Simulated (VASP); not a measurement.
TePb: single point with PBE

TePb:

```
Pb Te
1.0
     0.00000    3.23100    3.23100
     3.23100    0.00000    3.23100
     3.23100    3.23100    0.00000
Pb Te
1 1
Direct
  0.00000 0.00000 0.00000
  0.50000 0.50000 0.50000
```

```json
{
  "Program": "VASP 6.6.1",
  "Task": "single point",
  "Functional": "PBE",
  "Potentials or basis": "VASP PAW PBE potentials, release 64 (Pb_d, Te)",
  "Cutoff": "520 eV",
  "k mesh": "7 × 7 × 7",
  "Occupations": "gaussian, width 0.022 eV",
  "Spin": "no spin polarisation"
}
```

```
Pressure : 2.1 GPa
```

Levels at points of the mesh, in eV from the Fermi level:
```tsv
k point	band 8	band 9	band 10	band 11	band 12	band 13
(0.00, 0.00, 0.00)	-1.40	-1.40	-1.40	4.02	4.02	4.02
```

It took 15 s on 1 thread of Intel(R) Xeon(R) 6975P-C (Granite Rapids) (shared host), peak memory 0.2 GiB.

Caveat: this odd mesh misses L, where the gap lies, so gap, dielectric constants and Born charges aren't listed. The run has no spin-orbit coupling, so splittings on Pb, Te are missing.
